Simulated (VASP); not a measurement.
## PbSe (Clausthalite): single point with PBE

**Measured values to compare with.**

From a printed reference work, monograph, for a bulk crystal of PbSe at 4.2 K: band gap 0.15 eV (direct).

The system is PbSe (Clausthalite).

```
Pb Se
1.0
     0.00000    3.10093    3.10093
     3.10093    0.00000    3.10093
     3.10093    3.10093    0.00000
Pb Se
1 1
Direct
  0.00000 0.00000 0.00000
  0.50000 0.50000 0.50000
```

```json
{"Program": "VASP 6.6.1", "Task": "single point", "Functional": "PBE", "Potentials or basis": "VASP PAW PBE potentials, release 64 (Pb_d, Se)", "Cutoff": "520 eV", "k mesh": "8 × 8 × 8", "Occupations": "fermi-dirac, width 0.05 eV", "Spin": "no spin polarisation", "Dipole correction": "no", "Further INCAR settings": "ALGO = Normal; EDIFF = 1e-07; NBANDS = 17"}
```

```json
{
 "Pressure": "0.3 GPa",
 "Band gap on the k mesh": "0.42 eV, direct"
}
```

Levels at points of the mesh, in eV from the valence-band top:
```tsv
k point	band 8	band 9	band 10	band 11	band 12	band 13
(0.00, 0.00, 0.00)	-1.67	-1.67	-1.67	4.65	4.65	4.65
(0.50, 0.00, 0.00)	-1.29	-1.29	0.00	0.42	1.81	1.81
(0.50, 0.50, 0.00)	-4.63	-2.96	-2.96	3.89	5.49	5.49
```

Wall time 48 s on 1 thread of AMD EPYC 7R13 Processor (Zen 3), on a shared host, peak memory 0.18 GiB.

Against the measured gap of PbSe, 0.15 eV (direct; 4.2 K; a printed reference work, monograph), the calculated 0.42 eV is off by +0.27 eV. 2 values of this kind are on record (0.15 to 0.28 eV); this one was drawn at random. Spin-orbit coupling on Pb, Se is left out. The value is that of PBE on a finite k mesh, which can miss the band edges, without temperature or zero-point motion.

Caveat: spin-orbit coupling is left out, which moves the levels of the heavy elements.
